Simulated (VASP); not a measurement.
Write the native input for VASP 6.6.1 that does the following.

- Task: relaxation of the atoms
- Functional: PBE
- Potentials or basis: VASP PAW PBE potentials, release 64 (Rb_pv, Br)
- Cutoff: 300 eV
- k mesh: 4 × 4 × 4
- Occupations: gaussian, width 0.03 eV
- Spin: no spin polarisation
- Further INCAR settings: ALGO = Normal; EDIFF = 1e-07; IBRION = 2; EDIFFG = -0.01; NSW = 40

The structure of RbBr lies in POSCAR:

```
RbBr                                    
1.0
    0.0000000000      3.5913808885      3.5913808885
    3.5913808885      0.0000000000      3.5913808885
    3.5913808885      3.5913808885      0.0000000000
  Rb              Br            
     1     1
Direct
     0.0000000000000000    0.0000000000000000    0.0000000000000000
     0.5000000000000000    0.5000000000000000    0.5000000000000000
```

The cell isn't the ideal one: a relaxed cell with its volume scaled by 1.06.

One way to write it, as run:

INCAR

```
PREC = Accurate ; ENCUT = 300
EDIFF = 1E-7 ; ISMEAR = 0
SIGMA = 0.03 ; LREAL = False
LASPH = True ; NELM = 80
ALGO = Normal ; ISIF = 2
LWAVE = False ; LCHARG = False
GGA = PE ; IBRION = 2
NSW = 40 ; EDIFFG = -0.01
```

KPOINTS

```
Automatic mesh
0
Gamma
  4 4 4
```

Potentials or basis: VASP PAW PBE potentials, release 64 (Rb_pv, Br).

The run is started by

```sh
$ cat potpaw_PBE.64/Rb_pv/POTCAR potpaw_PBE.64/Br/POTCAR > POTCAR
$ mpirun -np 1 vasp_std > vasp.out
```

It gave:

The pressure after relaxing is -0.6 GPa and the band gap on the k mesh is 4.02 eV, direct.

Caveat: the relaxation stopped at its first step, so nothing moved.

It took 6.6 s on 1 thread of Intel(R) Xeon(R) Platinum 8375C CPU @ 2.90GHz (Ice Lake), on a shared host, peak memory 0.16 GiB.
